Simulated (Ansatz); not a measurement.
# Cost and result for the equilibrium volume of SnTe

The structure is cubic, space group Fm-3m (No. 225). The conventional cell has a = 6.302 Å, b = 6.302 Å, c = 6.302 Å, α = 90.00°, β = 90.00°, γ = 90.00°. Te (site symmetry m-3m) has 6 Sn at 3.15 Å as nearest neighbours. Sn (site symmetry m-3m) has 6 Te at 3.15 Å as nearest neighbours.

| rung | level | program and potentials | cutoff (eV) | k mesh | smearing | task | core time | chip | equilibrium volume (Å³/atom) | notes |
| --- | --- | --- | --- | --- | --- | --- | --- | --- | --- | --- |
| GGA + dispersion | PBEsol+D3(BJ)+ATM | Ansatz, Ansatz PAW | 420 | 7 × 7 × 7 | fermi-dirac 0.05 | relaxation of cell and atoms | 7.3 s | AMD EPYC 7R13 Zen 3 | 29.84 | potentials made for PBE, which Ansatz adapts in part |
| GGA | PBEsol | Ansatz, Ansatz PAW | 420 | 7 × 7 × 7 | fermi-dirac 0.05 | equation of state | 13 s | AMD EPYC 7R13 Zen 3 | 31.03 | potentials made for PBE, which Ansatz adapts in part |
| LDA | LDA | Ansatz, Ansatz PAW | 420 | 7 × 7 × 7 | fermi-dirac 0.05 | equation of state | 15 s | Arm Neoverse V1 | 30.25 | potentials made for PBE, which Ansatz adapts in part |
| GGA | PBE | Ansatz, Ansatz PAW | 420 | 7 × 7 × 7 | fermi-dirac 0.05 | equation of state | 17 s | Arm Neoverse V1 | 32.87 | - |
| GGA | PBEsol | Ansatz, Ansatz PAW (files of its older set among them) | 640 | 7 × 7 × 7 | fermi-dirac 0.05 | equation of state | 21 s | AMD EPYC 7R13 Zen 3 | 31.03 | potentials made for PBE, which Ansatz adapts in part |
| GGA | PBEsol | Ansatz, PseudoDojo standard | 1120 | 7 × 7 × 7 | fermi-dirac 0.05 | equation of state | 28 s | AMD EPYC 7R13 Zen 3 | 30.99 | potentials made for PBE |
| meta-GGA | r2SCAN | Ansatz, Ansatz PAW | 500 | 7 × 7 × 7 | fermi-dirac 0.05 | equation of state | 44 s | Arm Neoverse V1 | 32.30 | potentials made for PBE, which Ansatz adapts in part |
| GGA | PBEsol | Ansatz, JTH PAW | 6600 | 7 × 7 × 7 | fermi-dirac 0.05 | equation of state | 6.6 min | AMD EPYC 7R13 Zen 3 | 31.02 | potentials made for PBE |

Times are single runs on shared hosts and different chips, so they are rough; meshes, cutoffs and the tasks' sizes weigh on the time. All rows: no spin polarisation. Smearing widths are in eV. Meshes are those of the run's cell of 2 atoms unless a note names another. Relaxations start from the cell shown or near it and stop with a little pressure left. Runs on faulty files, with rough fits or with known faults for this quantity aren't shown. No row holds spin-orbit coupling.

By rung: LDA 30.25; GGA + dispersion 29.84; GGA 30.99 to 32.87; meta-GGA 32.30 (Å³/atom).
